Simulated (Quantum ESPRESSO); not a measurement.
The system is ZrB2.

```
Zr B
1.0
     3.17000    0.00000    0.00000
    -1.58500    2.74530    0.00000
     0.00000    0.00000    3.53300
Zr B
1 2
Cartesian
  0.0000 0.0000 0.0000
  1.5850 0.9151 1.7665
  0.0000 1.8302 1.7665
```

```yaml
Program: Quantum ESPRESSO 7.5
Task: phonons
Functional: PBE
Potentials_or_basis: JTH 2.0 PBE
Cutoff: 490 eV
Density_cutoff: 2939 eV
k_mesh: 10 × 10 × 8
Occupations: methfessel-paxton, width 0.272 eV
Spin: no spin polarisation
Mixing_beta: 0.5
Most_SCF_iterations: 120
SCF_threshold: 6e-10 Ry
```

The cell and the atoms were relaxed first, to 10.28 Å³/atom (a = 3.169 Å, b = 3.169 Å, c = 3.545 Å, α = 90.00°, β = 90.00°, γ = 120.00°), and the response was taken there.

```cif
data_structure
_symmetry_space_group_name_H-M 'P 1'
_symmetry_Int_Tables_number 1
_cell_length_a 3.1692
_cell_length_b 3.1692
_cell_length_c 3.5445
_cell_angle_alpha 90.000
_cell_angle_beta 90.000
_cell_angle_gamma 120.000
_cell_volume 30.83
loop_
_atom_site_label
_atom_site_type_symbol
_atom_site_fract_x
_atom_site_fract_y
_atom_site_fract_z
_atom_site_occupancy
Zr1 Zr 0.00000 0.00000 0.00000 1
B1 B 0.66667 0.33333 0.50000 1
B2 B 0.33333 0.66667 0.50000 1
```

Task: Which optical modes does the crystal have at the zone centre, and which show in infrared and Raman spectra?

Result: The optical modes are E1u + A2u + B1g + E2g. Infrared active: E1u + A2u. Raman active: E2g.

Optical modes at Γ, degenerate ones joined:
| cm⁻¹ | components | symmetry | active in |
| --- | --- | --- | --- |
| 449 | 2 | E1u | IR |
| 465 | 1 | A2u | IR |
| 546 | 1 | B1g | silent |
| 771 | 2 | E2g | Raman |

Caveat: the mesh is thin for the phonons of a metal; the cutoff is low for these files, which shifts pressure and relaxed volume.
